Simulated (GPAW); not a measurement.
# GaN (P6_3mc) in GPAW: notebook

Aim: see how the results for GaN move with the level of theory and the settings. Levels: LDA, PBEint, M06-L. Tasks: band structure.

All numbers are computed with GPAW 26.7.0; they aren't measurements. Logs are shortened: lines on timing, memory, paths and dates and some standing lists are left out, and cuts for length are marked. The log counts tension as positive stress, the text compression.

**Experimental background.**

“Studying electronic properties in GaN without electrical contacts using γ-γ vs e−-γ Perturbed Angular Correlations”, 2019, pmc:6823545 quotes, for a bulk crystal of GaN: band gap 3.503 ± 0.005 eV (direct).

The results are compared with them further down.

### 1 Starting point

It takes space group P6_3mc (No. 186, hexagonal). The conventional cell has a = 3.180 Å, b = 3.180 Å, c = 5.166 Å, α = 90.00°, β = 90.00°, γ = 120.00°. Ga (site symmetry 3m) has 4 N at 1.94 to 1.95 Å as nearest neighbours. Around N (site symmetry 3m) lie 4 Ga at 1.94 to 1.95 Å.

### 2 Band structure, LDA

The input, run.py:

```python
from ase.dft.bandgap import bandgap
from ase.io import read, write
from ase.units import GPa
from gpaw import GPAW, PW

atoms = read('POSCAR')

calc = GPAW(mode=PW(1600),
            xc='LDA',
            kpts={'size': (7, 7, 4), 'gamma': True},
            occupations={'name': 'fermi-dirac', 'width': 0.05},
            setups='hgh',
            nbands=-10,
            convergence={'density': 1e-05, 'energy': 1e-05},
            maxiter=150,
            txt='gpaw.txt')
atoms.calc = calc
energy = atoms.get_potential_energy()
forces = atoms.get_forces()
stress = atoms.get_stress()
calc.write('gs.gpw')
write('result.traj', atoms)
print(f'Energy: {energy:.6f} eV')
print('Forces (eV/A):')
print(forces.round(4))
print('Stress (GPa):', (stress / GPa).round(3))
print('Fermi level:', round(calc.get_fermi_level(), 4), 'eV')
print(f'Gap: {bandgap(calc)[0]:.4f} eV, direct: {bandgap(calc, direct=True)[0]:.4f} eV')

path = atoms.cell.bandpath('GMKGALHA,LM,KH', npoints=80, eps=1e-4)
bs_calc = calc.fixed_density(kpts=path, symmetry='off', nbands=-20,
                             convergence={'bands': 'CBM+6.0', 'eigenstates': 1e-6}, txt='bands.txt')
bs = bs_calc.band_structure()
bs.write('bs.json')
print(f'Gap on the path: {bandgap(bs_calc)[0]:.4f} eV')
```

The input, POSCAR:

```
GaN
1.0
    3.1800000000      0.0000000000      0.0000000000
   -1.5900000000      2.7539607840      0.0000000000
    0.0000000000      0.0000000000      5.1660000000
Ga N
2 2
Direct
    0.6666666667      0.3333333333      0.5000000000
    0.3333333333      0.6666666667      0.0000000000
    0.6666666667      0.3333333333      0.8750000000
    0.3333333333      0.6666666667      0.3750000000
```

Potentials or basis: HGH pseudopotentials, pw.

On the command line:

```sh
$ OMP_NUM_THREADS=1 python run.py
```

gpaw.txt:

```text
__  _  _
 | _ |_)|_||  |
 |__||  | ||/\| - 26.7.0

Input parameters:
  mode=PW(ecut=1600.0),
  convergence={'density': 1e-05, 'energy': 1e-05},
  kpts=MonkhorstPack(size=(7, 7, 4), gamma=True),
  maxiter=150,
  nbands=-10,
  occupations=Occupations(name='fermi-dirac', width=0.05),
  setups={'default': 'hgh'},
  xc=XC(name='LDA')

Diagonalizing LCAO Hamiltonian
Converting LCAO to pw mode

           N

           Ga
        N

        Ga

Atoms  # Å, Bohr magnetons
|   | symbol |         x |        y |        z |    initial magnetic moments |
|---|--------|-----------|----------|----------|-----------------------------|
| 0 |     Ga |  1.590000 | 0.917987 | 2.583000 | ( 0.0000,  0.0000,  0.0000) |
| 1 |     Ga | -0.000000 | 1.835974 | 0.000000 | ( 0.0000,  0.0000,  0.0000) |
| 2 |      N |  1.590000 | 0.917987 | 4.520250 | ( 0.0000,  0.0000,  0.0000) |
| 3 |      N | -0.000000 | 1.835974 | 1.937250 | ( 0.0000,  0.0000,  0.0000) |

Unit cell  # Å
| periodic |         x |        y |        z |  lengths |     angles |
|----------|-----------|----------|----------|----------|------------|
|      yes |  3.180000 | 0.000000 | 0.000000 | 3.180000 |  90.000000 |
|      yes | -1.590000 | 2.753961 | 0.000000 | 3.180000 |  90.000000 |
|      yes |  0.000000 | 0.000000 | 5.166000 | 5.166000 | 120.000000 |

Number of symmetries: 6
Symmetry operations  # r_c * U_cc + t_c -> r_c
|   | kind |            matrix            |
|---|------|------------------------------|
| 0 |  σ   |  1, 1, 0,  0,-1, 0,  0, 0, 1 |
| 1 |  E   |  1, 0, 0,  0, 1, 0,  0, 0, 1 |
| 2 |  C3  |  0, 1, 0, -1,-1, 0,  0, 0, 1 |
| 3 |  σ   |  0,-1, 0, -1, 0, 0,  0, 0, 1 |
| 4 |  σ   | -1, 0, 0,  1, 1, 0,  0, 0, 1 |
| 5 |  C3  | -1,-1, 0,  1, 0, 0,  0, 0, 1 |

BZ-sampling:
  Number of BZ points: 196
  Number of IBZ points: 28

  Monkhorst-Pack size: [7, 7, 4]
  Monkhorst-Pack shift: [0.0, 0.0, 0.125]

K-points  # in reciprocal-cell coordinates
|     |                                coordinates |     weight |
|-----|--------------------------------------------|------------|
|   0 | (  0.00000000,   0.00000000,   0.00000000) | 0.00510204 |
|   1 | (  0.00000000,   0.00000000,   0.25000000) | 0.01020408 |
|   2 | (  0.00000000,   0.00000000,   0.50000000) | 0.00510204 |
|   3 | (  0.14285714,   0.00000000,  -0.25000000) | 0.03061224 |
|   4 | (  0.14285714,   0.00000000,   0.00000000) | 0.03061224 |
|   5 | (  0.14285714,   0.00000000,   0.25000000) | 0.03061224 |
|   6 | (  0.14285714,   0.00000000,   0.50000000) | 0.03061224 |
|   7 | (  0.28571429,  -0.14285714,   0.00000000) | 0.03061224 |
|   8 | (  0.28571429,  -0.14285714,   0.25000000) | 0.06122449 |
|   9 | (  0.28571429,  -0.14285714,   0.50000000) | 0.03061224 |
| ... |                                            |            |
|  27 | (  0.42857143,   0.42857143,   0.50000000) | 0.03061224 |

Plane wave coefficients: 6615
Cutoff: 1600.0 eV

Spin-components: 1 (collinear spins)
Bands:           18
Projectors:      16
Spin-degeneracy: 2
Datatype:        complex128

Parallelization:
  kpt:    1
  domain: 1
  band:   1

Density:
  Valence electrons: 16.0
  Components: 1
  Grid points: [30 30 48]
  Charge: 0.0  # |e|

Potential:
  Grid points: [30 30 48]

species:
  HGH setup for Ga
      Valence Z=3, rloc=0.56000
      Local part coeffs: zeros
      Projectors:
          l=0, rc=0.61079
          l=1, rc=0.70460
          l=2, rc=0.98258
      Diagonal coefficients of nonlocal parts:
          l=0:  2.36932, -0.24901, -0.55180
          l=1:  0.74630, -0.51313
          l=2:  0.07544

    LCAO basis set for Ga:
      Name: atompaw.sz
      This basis set was not loaded from a file
      Number of radial functions: 2
      Number of spherical harmonics: 4
        l=0, rc=8.9500 Bohr: 1s e=-0.332 f=2.000
        l=1, rc=8.9500 Bohr: 1p e=-0.094 f=1.000
      Number of RI-basis functions 0

  HGH setup for N
      Valence Z=5, rloc=0.28918
      Local part coeffs: -12.23482, 1.76641
      Projectors:
          l=0, rc=0.25661
          l=1, rc=0.27013
      Diagonal coefficients of nonlocal parts:
          l=0: 13.55224
          l=1:  0.00000

    LCAO basis set for N:
      Name: atompaw.sz
      This basis set was not loaded from a file
      Number of radial functions: 2
      Number of spherical harmonics: 4
        l=0, rc=8.9500 Bohr: 1s e=-0.676 f=2.000
        l=1, rc=8.9500 Bohr: 1p e=-0.266 f=3.000
      Number of RI-basis functions 0

Reference energy: 0.000000  # eV

eigensolver:
  PPCG
  Converge bands: occupied
  niter=2

density mixing:
  MSR1-Mixer
  Pratt-step length: 0.05
  Maximum mixing coefficient: 0.75
  Old densities: 10
  SVD Regularization: 0.005
  Good broyden scale: 1.0
  Trust region scale: 1.0
  Backstep threshold: 4.0
  History deletion threshold: 6.0
  Fourier metric: weight=20.0, sigma=0.015

occupation numbers:
  Fermi-Dirac:
    width: 0.0500  # eV

poisson solver:
  ecut: 12800.0  # eV

xc functional:
  name: None

convergence criteria:
- Maximum integral of absolute [dens]ity change: 1e-05 electrons / valence electron
- Maximum [total energy] change in last 3 cyles: 1e-05 eV / valence electron
- Maximum integral of absolute [eigenst]ate change: 4e-08 eV^2 / valence electron
maximum number of iterations: 150

SCF iterations
|iter     | |      energy | eigst |  dens |
|---------|-|-------------|-------|-------|
|iter:   1| | -671.635145 | -0.16 |       |
|iter:   2| | -670.769565 | -1.63 | -0.59 |
|iter:   3| | -668.266718 | -0.49 | -0.64 |
|iter:   4| | -668.242831 | -2.54 | -1.27 |
|iter:   5| | -668.235545 | -3.17 | -1.56 |
|iter:   6| | -668.235546 | -5.28 | -2.95 |
|iter:   7| | -668.235549c| -6.48 | -3.29 |
|iter:   8| | -668.235549c| -7.98c| -4.56 |
|iter:   9| | -668.235549c| -8.33c| -5.00c|

Converged in 9 steps
Energy contributions relative to reference atoms: (reference = 0.000000)

Energy contributions:
  Kinetic:         510.725740
  Coulomb:        -935.196516
  Zero:            -61.668984
  External:          0.000000
  Xc:             -182.095790
  Entropy:          -0.000000
  Spinorbit:         0.000000
  ----------------------------
  Free energy:    -668.235549
  Extrapolated:   -668.235549

dipole moment: (-0.000004, 0.000002, -6.359298)  # |e|*Ang

Fermi level: 5.431
Eigenvalues  # (at kpt = [0.000, 0.000, 0.000])
| band index |      eig [eV] | occ [0-2] |
|------------|---------------|-----------|
|          0 |       -11.249 |     2.000 |
|          1 |        -8.839 |     2.000 |
|          2 |        -2.572 |     2.000 |
|          3 |         3.448 |     2.000 |
|          4 |         3.448 |     2.000 |
|          5 |         4.395 |     2.000 |
[... 8 lines left out ...]
|         14 |        16.320 |     0.000 |
|         15 |        16.320 |     0.000 |
|        ... |               |           |
|         17 |        20.008 |     0.000 |

Gap: 2.467 eV
Transition (v -> c):
  (s=0, k=0, n=7, [0.00, 0.00, 0.00]) -> (s=0, k=0, n=8, [0.00, 0.00, 0.00])
No difference between direct/indirect transitions

Forces  # eV/Ang
|        x |       y |        z |
|----------|---------|----------|
| -0.00000 | 0.00000 | -0.10911 |  # Ga   0
| -0.00000 | 0.00000 | -0.10913 |  # Ga   1
|  0.00000 | 0.00000 |  0.10889 |  # N    2
| -0.00000 | 0.00000 |  0.10904 |  # N    3

Stress tensor  # eV/Ang^3
|        x |        y |        z |
|----------|----------|----------|
| 0.143485 | 0.000000 | 0.000000 |
| 0.000000 | 0.143485 | 0.000000 |
| 0.000000 | 0.000000 | 0.133557 |

# Writing to gs.gpw (mode='')
```

Wall time 2.6 min (1 thread of Arm Neoverse V1, shared host); peak memory 0.7 GiB.

What came out:

```yaml
Free_energy: -668.2355 eV
Pressure: -22.5 GPa
Largest_force: 0.109 eV/Å
Band_gap_on_the_k_mesh: 2.47 eV, direct
Band_gap_along_the_path: 2.47 eV, direct
```

Forces on the atoms (eV/Å):
```
Ga   0.000  0.000 -0.109
Ga   0.000  0.000 -0.109
N    0.000  0.000  0.109
N    0.000  0.000  0.109
```

Levels at the corners of the path, in eV from the valence-band top:
```tsv
point	band 5	band 6	band 7	band 8	band 9	band 10	band 11	band 12
Γ	-1.01	-0.06	0.00	0.00	2.47	4.55	9.54	9.98
M	-4.17	-2.63	-2.22	-0.91	5.11	5.79	6.27	8.97
K	-5.22	-2.97	-2.97	-2.68	5.16	8.20	8.20	8.50
Γ	-1.01	-0.06	0.00	0.00	2.47	4.55	9.54	9.98
A	-0.52	-0.52	-0.52	-0.52	4.68	4.68	8.73	8.73
L	-1.86	-1.86	-1.84	-1.84	4.57	4.57	7.92	7.92
H	-4.17	-4.17	-1.39	-1.39	6.63	6.63	7.42	7.42
A	-0.52	-0.52	-0.52	-0.52	4.68	4.68	8.73	8.73
L	-1.86	-1.86	-1.84	-1.84	4.57	4.57	7.92	7.92
M	-4.17	-2.63	-2.22	-0.91	5.11	5.79	6.27	8.97
K	-5.22	-2.97	-2.97	-2.68	5.16	8.20	8.20	8.50
H	-4.17	-4.17	-1.39	-1.39	6.63	6.63	7.42	7.42
```

Caveat: so large a pressure means that the cell lies far from this level's equilibrium, or that cutoff or potentials fall short; HGH potentials are hard and often keep d shells in the core, so these values are rough.

(Continued in part 2 of 2.)
